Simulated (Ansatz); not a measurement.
Crystal: ZrB2.

```
Zr B
1.0
     3.17000    0.00000    0.00000
    -1.58500    2.74530    0.00000
     0.00000    0.00000    3.53300
Zr B
1 2
Direct
  0.00000 0.00000 0.00000
  0.66667 0.33333 0.50000
  0.33333 0.66667 0.50000
```

```yaml
Program: Ansatz 0.2.0
Task: relaxation of cell and atoms
Functional: PBEsol
Dispersion: D3(BJ)+ATM
Potentials_or_basis: SPMS NC
Cutoff: 789 eV
Density_cutoff: 3157 eV
k_mesh: 10 × 10 × 8
Occupations: methfessel-paxton, width 0.1 eV
Spin: no spin polarisation
```

At the start: volume 10.25 Å³/atom.

Problem. How do energy, volume and symmetry change on relaxing?

Solution. Over 6 steps the energy falls by 8.5 meV/atom and the volume is 9.92 Å³/atom (-3.2 %); space group P6/mmm (No. 191, to 0.05 Å).

Step by step:
```
step  energy change (eV)  largest force (eV/Å)  volume (Å³)
   1              0.0000                0.0000        30.75
   2             -0.0159                0.0000        29.28
   3             -0.0261                0.0000        29.73
   4             -0.0268                0.0000        29.77
   5             -0.0268                0.0000        29.75
   6             -0.0256                0.0000        29.75
```

Final structure:
```xyz
3
Lattice="3.1377 0.0000 0.0000 -1.5688 2.7173 0.0000 0.0000 0.0000 3.4898" Properties=species:S:1:pos:R:3 pbc="T T T"
Zr    0.0000    0.0000    0.0000
B     1.5688    0.9058    1.7449
B     0.0000    1.8115    1.7449
```
